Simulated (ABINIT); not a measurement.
# TaN (P-6m2) in ABINIT: convergence with nband

Aim: find how far nband must go before the results for TaN settle, at PBEsol. This setting moves, with any that are tied to it; all else stays.

Program: ABINIT 10.8.3 (patched build). These are calculated values, not measurements. Logs are shortened: lines on timing, memory, paths and dates and some standing lists are left out, and cuts for length are marked. The log counts tension as positive stress, the text compression.

## Step 1: The crystal as given

The structure is hexagonal, space group P-6m2 (No. 187). The conventional cell has a = 2.938 Å, b = 2.938 Å, c = 2.883 Å, α = 90.00°, β = 90.00°, γ = 120.00°. Ta (site symmetry -6m2) is surrounded by 6 N at 2.23 Å. N (site symmetry -6m2) has 6 Ta at 2.23 Å as nearest neighbours.

## Step 2: With nband 17

The input, run.abi:

```
# Pseudopotentials
pp_dirpath "./"
pseudos "Ta.upf, N.upf"

# Structure
acell 3*1.0
rprim
     5.5520153542     0.0000000000     0.0000000000
    -2.7760076771     4.8081863389     0.0000000000
     0.0000000000     0.0000000000     5.4480804173
ntypat 2
znucl 73 7
natom 2
typat 1 2
xred
     0.0000000000     0.0000000000     0.5000000000
     0.6666666667     0.3333333333     0.0000000000

# Plane-wave basis
ecut 66.0

# k points
kptopt 1
ngkpt 8 8 8
nshiftk 1
shiftk 0.0 0.0 0.0

# Exchange and correlation
ixc -116133

# Bands and occupations
nband 17
occopt 3
tsmear 0.00183747

# SCF cycle
nstep 100
tolvrs 1.0e-10

# Output
iomode 3
prtwf 0
prtden 0
prteig 0
prtebands 0
enunit 1
```

Potentials or basis: PseudoDojo NC SR PBEsol v0.4 stringent.

Run with:

```sh
$ abinit run.abi > log 2>&1
```

run.abo:

```text
.Version 10.8.3 of ABINIT
 Symmetries : space group P-6 m 2 (#187); Bravais hP (primitive hexag.)
================================================================================
 Values of the parameters that define the memory need of the present run
     intxc =       0    ionmov =       0      iscf =       7    lmnmax =       8
     lnmax =       8     mgfft =      45  mpssoang =       4    mqgrid =    3001
     natom =       2  nloc_mem =       1    nspden =       1   nspinor =       1
    nsppol =       1      nsym =      12    n1xccc =    2501    ntypat =       2
    occopt =       3   xclevel =       2
       mpw =        3752          nfft =       81000          nkpt =          50
================================================================================
================================================================================

--------------------------------------------------------------------------------
------------- Echo of variables that govern the present computation ------------
--------------------------------------------------------------------------------
 -outvars: echo values of preprocessed input variables --------
            acell      1.0000000000E+00  1.0000000000E+00  1.0000000000E+00 Bohr
              amu      1.80947900E+02  1.40067400E+01
             ecut      6.60000000E+01 Hartree
           enunit           1
              ixc     -116133
         kptrlatt        8    0    0      0    8    0      0    0    8
          kptrlen      4.35846433E+01
            natom           2
            nband          17
            ngfft          45      45      40
             nkpt          50
            nstep         100
             nsym          12
           ntypat           2
           occopt           3
           prtden           0
        prtebands           0
           prteig           0
            prtwf           0
            rprim      5.5520153542E+00  0.0000000000E+00  0.0000000000E+00
                      -2.7760076771E+00  4.8081863389E+00  0.0000000000E+00
                       0.0000000000E+00  0.0000000000E+00  5.4480804173E+00
          spgroup         187
           tolvrs      1.00000000E-10
           tsmear      1.83747000E-03 Hartree
            typat      1  2
           xangst      0.0000000000E+00  0.0000000000E+00  1.4414999990E+00
                       1.4689999990E+00  8.4812754486E-01  0.0000000000E+00
            xcart      0.0000000000E+00  0.0000000000E+00  2.7240402086E+00
                       2.7760076771E+00  1.6027287796E+00  0.0000000000E+00
             xred      0.0000000000E+00  0.0000000000E+00  5.0000000000E-01
                       6.6666666667E-01  3.3333333333E-01  0.0000000000E+00
            znucl       73.00000    7.00000

================================================================================

 chkinp: Checking input parameters for consistency.

================================================================================
== DATASET  1 ==================================================================

--- !DatasetInfo
iteration_state: {dtset: 1, }
dimensions: {natom: 2, nkpt: 50, mband: 17, nsppol: 1, nspinor: 1, nspden: 1, mpw: 3752, }
cutoff_energies: {ecut:  66.0, pawecutdg:  -1.0, }
electrons: {nelect:   3.20000000E+01, charge:   0.00000000E+00, occopt:   3.00000000E+00, tsmear:   1.83747000E-03, }
meta: {optdriver: 0, ionmov: 0, optcell: 0, iscf: 7, paral_kgb: 0, }
...

 Real(R)+Recip(G) space primitive vectors, cartesian coordinates (Bohr,Bohr^-1):
 R(1)=  5.5520154  0.0000000  0.0000000  G(1)=  0.1801148  0.1039893  0.0000000
 R(2)= -2.7760077  4.8081863  0.0000000  G(2)=  0.0000000  0.2079786  0.0000000
 R(3)=  0.0000000  0.0000000  5.4480804  G(3)=  0.0000000  0.0000000  0.1835509
 Unit cell volume ucvol=  1.4543718E+02 bohr^3
 Angles (23,13,12)=  9.00000000E+01  9.00000000E+01  1.20000000E+02 degrees

 getcut: wavevector=  0.0000  0.0000  0.0000  ngfft=  45  45  40
         ecut(hartree)=     66.000   => boxcut(ratio)=   2.00761

--- Pseudopotential description ------------------------------------------------
- pspini: atom type   1  psp file is ./Ta.upf
[... 44 lines left out ...]
  sigma(3 3)=  1.87792503E-04  sigma(2 1)=  0.00000000E+00

--- !ResultsGS
iteration_state: {dtset: 1, }
comment   : Summary of ground state results
lattice_vectors:
- [  5.5520154,   0.0000000,   0.0000000, ]
- [ -2.7760077,   4.8081863,   0.0000000, ]
- [  0.0000000,   0.0000000,   5.4480804, ]
lattice_lengths: [   5.55202,    5.55202,    5.44808, ]
lattice_angles: [ 90.000,  90.000, 120.000, ] # degrees, (23, 13, 12)
lattice_volume:   1.4543718E+02
convergence: {deltae:  3.411E-12, res2:  4.661E-11, residm:  2.621E-03, diffor: null, }
etotal    :  -3.34570678E+02
entropy   :   0.00000000E+00
fermie    :   5.28123128E-01
cartesian_stress_tensor: # hartree/bohr^3
- [  1.80659673E-04,   0.00000000E+00,   0.00000000E+00, ]
- [  0.00000000E+00,   1.80659674E-04,   0.00000000E+00, ]
- [  0.00000000E+00,   0.00000000E+00,   1.87792503E-04, ]
pressure_GPa:  -5.3851E+00
xred      :
- [  0.0000E+00,   0.0000E+00,   5.0000E-01, Ta]
- [  6.6667E-01,   3.3333E-01,   0.0000E+00,  N]
cartesian_forces: # hartree/bohr
- [ -3.87988152E-28,  -2.24005064E-28,  -0.00000000E+00, ]
- [  3.87988152E-28,   2.24005064E-28,  -0.00000000E+00, ]
force_length_stats: {min:   4.48010128E-28, max:   4.48010128E-28, mean:   4.48010128E-28, }
...

 Integrated electronic density in atomic spheres:
 ------------------------------------------------
 Atom  Sphere_radius  Integrated_density
    1        2.00000         23.20126605
    2        2.00000          5.25578729
================================================================================

 ----iterations are completed or convergence reached----

 Mean square residual over all n,k,spin=   40.240E-07; max=  26.210E-04
 reduced coordinates (array xred) for    2 atoms
       0.000000000000      0.000000000000      0.500000000000
       0.666666666667      0.333333333333      0.000000000000
 rms dE/dt=  1.2437E-27; max dE/dt=  2.1541E-27; dE/dt below (all hartree)
    1       0.000000000000      0.000000000000      0.000000000000
    2      -0.000000000000      0.000000000000      0.000000000000

 cartesian coordinates (angstrom) at end:
    1      0.00000000000000     0.00000000000000     1.44149999902310
    2      1.46899999901651     0.84812754486496     0.00000000000000

 cartesian forces (hartree/bohr) at end:
    1     -0.00000000000000    -0.00000000000000    -0.00000000000000
    2      0.00000000000000     0.00000000000000    -0.00000000000000
 frms,max,avg= 2.5865877E-28 3.8798815E-28   0.000E+00  0.000E+00  0.000E+00 h/b

 cartesian forces (eV/Angstrom) at end:
    1     -0.00000000000000    -0.00000000000000    -0.00000000000000
    2      0.00000000000000     0.00000000000000    -0.00000000000000
 frms,max,avg= 1.3300769E-26 1.9951153E-26   0.000E+00  0.000E+00  0.000E+00 e/A
 length scales=  1.000000000000  1.000000000000  1.000000000000 bohr
              =  0.529177210544  0.529177210544  0.529177210544 angstroms
 Fermi (or HOMO) energy (eV) =  14.37096   Average Vxc (eV)= -14.49640
 Eigenvalues (   eV  ) for nkpt=  50  k points:
 kpt#   1, nband= 17, wtk=  0.00195, kpt=  0.0000  0.0000  0.0000 (reduced coord)
 -54.13776  -20.43223  -20.17847  -20.17847   -5.72063   -5.72063   -5.71210   -5.70952
  -5.70952   -5.69052   -5.60147   -3.32324    9.78937    9.78937   10.14971   11.43449
  16.55909
 prteigrs : prtvol=0 or 1, do not print more k-points.

--- !EnergyTerms
iteration_state     : {dtset: 1, }
comment             : Components of total free energy in Hartree
kinetic             :  2.14336530359664E+02
hartree             :  9.85074193514906E+01
xc                  : -5.52304520424786E+01
Ewald energy        : -2.23162727127946E+02
psp_core            :  1.14897795518813E+01
local_psp           : -2.62986628826866E+02
non_local_psp       : -1.17524576624998E+02
internal            : -3.34570655359252E+02
'-kT*entropy'       : -2.28693623898801E-05
total_energy        : -3.34570678228614E+02
total_energy_eV     : -9.10413195185865E+03
band_energy         : -8.73203516878898E+00
...

 Cartesian components of stress tensor (hartree/bohr^3)
  sigma(1 1)=  1.80659673E-04  sigma(3 2)=  0.00000000E+00
  sigma(2 2)=  1.80659674E-04  sigma(3 1)=  0.00000000E+00
  sigma(3 3)=  1.87792503E-04  sigma(2 1)=  0.00000000E+00

-Cartesian components of stress tensor (GPa)         [Pressure= -5.3851E+00 GPa]
- sigma(1 1)=  5.31519109E+00  sigma(3 2)=  0.00000000E+00
- sigma(2 2)=  5.31519112E+00  sigma(3 1)=  0.00000000E+00
- sigma(3 3)=  5.52504620E+00  sigma(2 1)=  0.00000000E+00

== END DATASET(S) ==============================================================
================================================================================

 -outvars: echo values of variables after computation  --------
            acell      1.0000000000E+00  1.0000000000E+00  1.0000000000E+00 Bohr
           etotal     -3.3457067823E+02
            fcart     -3.8798815225E-28 -2.2400506414E-28 -0.0000000000E+00
                       3.8798815225E-28  2.2400506414E-28 -0.0000000000E+00
            rprim      5.5520153542E+00  0.0000000000E+00  0.0000000000E+00
                      -2.7760076771E+00  4.8081863389E+00  0.0000000000E+00
                       0.0000000000E+00  0.0000000000E+00  5.4480804173E+00
           strten      1.8065967304E-04  1.8065967431E-04  1.8779250342E-04
                       0.0000000000E+00  0.0000000000E+00  0.0000000000E+00
           xangst      0.0000000000E+00  0.0000000000E+00  1.4414999990E+00
                       1.4689999990E+00  8.4812754486E-01  0.0000000000E+00
             xred      0.0000000000E+00  0.0000000000E+00  5.0000000000E-01
                       6.6666666667E-01  3.3333333333E-01  0.0000000000E+00
 Calculation completed.
```

Wall time 3.3 min (1 thread of Arm Neoverse V1, shared host); peak memory 0.12 GiB.

Results:

* Free energy: -9104.1320 eV
* Pressure: -5.4 GPa
* Band gap on the k mesh: none (metal or under the smearing width)
* Valence electrons inside the program's atomic spheres: Ta 23.20; N 5.26

## Step 3: With nband 18

run.abi, as its differences from that of step 2:

```diff
@@ -31,3 +31,3 @@
 # Bands and occupations
-nband 17
+nband 18
 occopt 3
```

Potentials or basis: PseudoDojo NC SR PBEsol v0.4 stringent.

Run with:

```sh
$ abinit run.abi > log 2>&1
```

Wall time 3.4 min (1 thread of Arm Neoverse V1, shared host); peak memory 0.12 GiB.

It converged, with:

```yaml
Free_energy: -9104.1320 eV
Pressure: -5.4 GPa
Band_gap_on_the_k_mesh: none (metal or under the smearing width)
Valence_electrons_inside_the_program's_atomic_spheres: Ta 23.20; N 5.26
```

## Step 4: With nband 19

run.abi, as its differences from that of step 3:

```diff
@@ -31,3 +31,3 @@
 # Bands and occupations
-nband 18
+nband 19
 occopt 3
```

Run with:

```sh
$ abinit run.abi > log 2>&1
```

Run time: 3.2 min. Hardware: 1 thread of Arm Neoverse V1, shared host; peak memory 0.13 GiB.

The run converged. Its results:

```
Free energy                                           : -9104.1320 eV
Pressure                                              : -5.4 GPa
Band gap on the k mesh                                : none (metal or under the smearing width)
Valence electrons inside the program's atomic spheres : Ta 23.20; N 5.26
```

## Step 5: With nband 20

run.abi, as its differences from that of step 4:

```diff
@@ -31,3 +31,3 @@
 # Bands and occupations
-nband 19
+nband 20
 occopt 3
```

Run with:

```sh
$ abinit run.abi > log 2>&1
```

Wall time 3.2 min (1 thread of Arm Neoverse V1, shared host); peak memory 0.13 GiB.

The run converged. Its results:

| Item | Value |
| --- | --- |
| Free energy | -9104.1320 eV |
| Pressure | -5.4 GPa |
| Band gap on the k mesh | none (metal or under the smearing width) |
| Valence electrons inside the program's atomic spheres | Ta 23.20; N 5.26 |

## Step 6: With nband 21

run.abi, as its differences from that of step 5:

```diff
@@ -31,3 +31,3 @@
 # Bands and occupations
-nband 20
+nband 21
 occopt 3
```

Potentials or basis: PseudoDojo NC SR PBEsol v0.4 stringent.

Run with:

```sh
$ abinit run.abi > log 2>&1
```

Run time: 3.3 min. Hardware: 1 thread of Arm Neoverse V1, shared host; peak memory 0.13 GiB.

It converged, with:

```yaml
Free_energy: -9104.1320 eV
Pressure: -5.4 GPa
Band_gap_on_the_k_mesh: none (metal or under the smearing width)
Valence_electrons_inside_the_program's_atomic_spheres: Ta 23.20; N 5.26
```

## Step 7: With nband 24

run.abi, as its differences from that of step 6:

```diff
@@ -31,3 +31,3 @@
 # Bands and occupations
-nband 21
+nband 24
 occopt 3
```

Run with:

```sh
$ abinit run.abi > log 2>&1
```

Wall time 3.3 min (1 thread of Arm Neoverse V1, shared host); peak memory 0.14 GiB.

It converged, with:

| Item | Value |
| --- | --- |
| Free energy | -9104.1320 eV |
| Pressure | -5.4 GPa |
| Band gap on the k mesh | none (metal or under the smearing width) |
| Valence electrons inside the program's atomic spheres | Ta 23.20; N 5.26 |

## Step 8: With nband 30

run.abi, as its differences from that of step 7:

```diff
@@ -31,3 +31,3 @@
 # Bands and occupations
-nband 24
+nband 30
 occopt 3
```

Run with:

```sh
$ abinit run.abi > log 2>&1
```

Wall time 3.8 min (1 thread of Arm Neoverse V1, shared host); peak memory 0.16 GiB.

The run converged. Its results:

| Quantity | Value |
| --- | --- |
| Free energy | -9104.1320 eV |
| Pressure | -5.4 GPa |
| Band gap on the k mesh | none (metal or under the smearing width) |
| Valence electrons inside the program's atomic spheres | Ta 23.20; N 5.26 |

## Step 9: Result

```tsv
nband	energy less the tightest run, at zero smearing (meV/atom)	SCF cycles	CPU time (s)	peak memory (GiB)
17	0.00	19	200	0.12
18	0.00	18	200	0.12
19	0.00	16	190	0.13
20	0.00	15	190	0.13
21	0.00	15	200	0.13
24	0.00	14	200	0.14
30	0.00	12	230	0.16
```

Against the tightest run, the energy stays within 1 meV/atom from 17 on. The tightest run that finished is the yardstick and may itself not be fully converged.
